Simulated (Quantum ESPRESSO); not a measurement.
Set up this calculation in Quantum ESPRESSO 7.5, as the native input.

| Item | Value |
| --- | --- |
| Task | band structure |
| Functional | PBEsol |
| Potentials or basis | GBRV 1.5 PBEsol |
| Cutoff | 925 eV |
| Density cutoff | 7401 eV |
| k mesh | 7 × 7 × 7 |
| Occupations | fermi-dirac, width 0.05 eV |
| Spin | no spin polarisation |
| Mixing beta | 0.5 |
| Most SCF iterations | 120 |
| SCF threshold | 4e-10 Ry |

The system is SnTe.

```
CELL_PARAMETERS angstrom
0.00000 3.15085 3.15085
3.15085 0.00000 3.15085
3.15085 3.15085 0.00000
ATOMIC_POSITIONS crystal
Te 0.50000 0.50000 0.50000
Sn 0.00000 0.00000 0.00000
```

One way to write it, as run:

pw.in

```
&CONTROL
  calculation = 'scf'
  prefix = 'pwscf'
  outdir = './tmp'
  pseudo_dir = './pseudo'
  tprnfor = .true.
  tstress = .true.
  disk_io = 'low'
/
&SYSTEM
  ibrav = 0
  nat = 2
  ntyp = 2
  ecutwfc = 68
  ecutrho = 544
  nbnd = 16
  occupations = 'smearing'
  smearing = 'fd'
  degauss = 0.00367493
/
&ELECTRONS
  conv_thr = 4d-10
  electron_maxstep = 120
  mixing_beta = 0.5
/
ATOMIC_SPECIES
Te   127.6000 te_pbesol_v1.uspp.F.UPF
Sn   118.7100 sn_pbesol_v1.4.uspp.F.UPF
CELL_PARAMETERS angstrom
   0.0000000000    3.1508500000    3.1508500000
   3.1508500000    0.0000000000    3.1508500000
   3.1508500000    3.1508500000    0.0000000000
ATOMIC_POSITIONS crystal
Te     0.5000000000    0.5000000000    0.5000000000
Sn     0.0000000000    0.0000000000    0.0000000000
K_POINTS automatic
7 7 7 0 0 0
```

bands.in

```
&CONTROL
  calculation = 'bands'
  prefix = 'pwscf'
  outdir = './tmp'
  pseudo_dir = './pseudo'
  disk_io = 'low'
  verbosity = 'high'
/
&SYSTEM
  ibrav = 0
  nat = 2
  ntyp = 2
  ecutwfc = 68
  ecutrho = 544
  nbnd = 16
  occupations = 'smearing'
  smearing = 'fd'
  degauss = 0.00367493
/
&ELECTRONS
  conv_thr = 1d-08
  electron_maxstep = 120
  mixing_beta = 0.5
  diago_full_acc = .true.
  startingwfc = 'random'
/
ATOMIC_SPECIES
Te   127.6000 te_pbesol_v1.uspp.F.UPF
Sn   118.7100 sn_pbesol_v1.4.uspp.F.UPF
CELL_PARAMETERS angstrom
   0.0000000000    3.1508500000    3.1508500000
   3.1508500000    0.0000000000    3.1508500000
   3.1508500000    3.1508500000    0.0000000000
ATOMIC_POSITIONS crystal
Te     0.5000000000    0.5000000000    0.5000000000
Sn     0.0000000000    0.0000000000    0.0000000000
K_POINTS crystal
60
 0.0000000000  0.0000000000  0.0000000000 1
 0.0625000000  0.0000000000  0.0625000000 1
 0.1250000000  0.0000000000  0.1250000000 1
 0.1875000000  0.0000000000  0.1875000000 1
 0.2500000000  0.0000000000  0.2500000000 1
 0.3125000000  0.0000000000  0.3125000000 1
 0.3750000000  0.0000000000  0.3750000000 1
 0.4375000000  0.0000000000  0.4375000000 1
 0.5000000000  0.0000000000  0.5000000000 1
 0.5000000000  0.0625000000  0.5625000000 1
 0.5000000000  0.1250000000  0.6250000000 1
 0.5000000000  0.1875000000  0.6875000000 1
 0.5000000000  0.2500000000  0.7500000000 1
 0.4375000000  0.3125000000  0.7500000000 1
 0.3750000000  0.3750000000  0.7500000000 1
 0.3375000000  0.3375000000  0.6750000000 1
 0.3000000000  0.3000000000  0.6000000000 1
 0.2625000000  0.2625000000  0.5250000000 1
 0.2250000000  0.2250000000  0.4500000000 1
 0.1875000000  0.1875000000  0.3750000000 1
 0.1500000000  0.1500000000  0.3000000000 1
 0.1125000000  0.1125000000  0.2250000000 1
 0.0750000000  0.0750000000  0.1500000000 1
 0.0375000000  0.0375000000  0.0750000000 1
 0.0000000000  0.0000000000  0.0000000000 1
 0.0625000000  0.0625000000  0.0625000000 1
 0.1250000000  0.1250000000  0.1250000000 1
 0.1875000000  0.1875000000  0.1875000000 1
 0.2500000000  0.2500000000  0.2500000000 1
 0.3125000000  0.3125000000  0.3125000000 1
 0.3750000000  0.3750000000  0.3750000000 1
 0.4375000000  0.4375000000  0.4375000000 1
 0.5000000000  0.5000000000  0.5000000000 1
 0.5250000000  0.4500000000  0.5250000000 1
 0.5500000000  0.4000000000  0.5500000000 1
 0.5750000000  0.3500000000  0.5750000000 1
 0.6000000000  0.3000000000  0.6000000000 1
 0.6250000000  0.2500000000  0.6250000000 1
 0.5833333333  0.2500000000  0.6666666667 1
 0.5416666667  0.2500000000  0.7083333333 1
 0.5000000000  0.2500000000  0.7500000000 1
 0.5000000000  0.2857142857  0.7142857143 1
 0.5000000000  0.3214285714  0.6785714286 1
 0.5000000000  0.3571428571  0.6428571429 1
 0.5000000000  0.3928571429  0.6071428571 1
 0.5000000000  0.4285714286  0.5714285714 1
 0.5000000000  0.4642857143  0.5357142857 1
 0.5000000000  0.5000000000  0.5000000000 1
 0.4821428571  0.4821428571  0.5357142857 1
 0.4642857143  0.4642857143  0.5714285714 1
 0.4464285714  0.4464285714  0.6071428571 1
 0.4285714286  0.4285714286  0.6428571429 1
 0.4107142857  0.4107142857  0.6785714286 1
 0.3928571429  0.3928571429  0.7142857143 1
 0.3750000000  0.3750000000  0.7500000000 1
 0.6250000000  0.2500000000  0.6250000000 1
 0.5937500000  0.1875000000  0.5937500000 1
 0.5625000000  0.1250000000  0.5625000000 1
 0.5312500000  0.0625000000  0.5312500000 1
 0.5000000000  0.0000000000  0.5000000000 1
```

Potentials or basis: GBRV 1.5 PBEsol.

The run is started by

```bash
$ OMP_NUM_THREADS=1 mpirun -n 2 pw.x -nk 2 -in pw.in > pw.out
$ OMP_NUM_THREADS=1 mpirun -n 2 pw.x -nk 2 -in bands.in > bands.out
```

It gave:

The pressure is -0.6 GPa and the band gap along the path is 0.19 eV, direct.

Caveat: this odd mesh misses L, where the gap lies, so gap, dielectric constants and Born charges aren't listed; spin-orbit coupling is left out, which moves the levels of the heavy elements.

Wall time 52 s on 2 MPI ranks on Arm Neoverse V2, on a shared host, peak memory 0.46 GiB a rank.
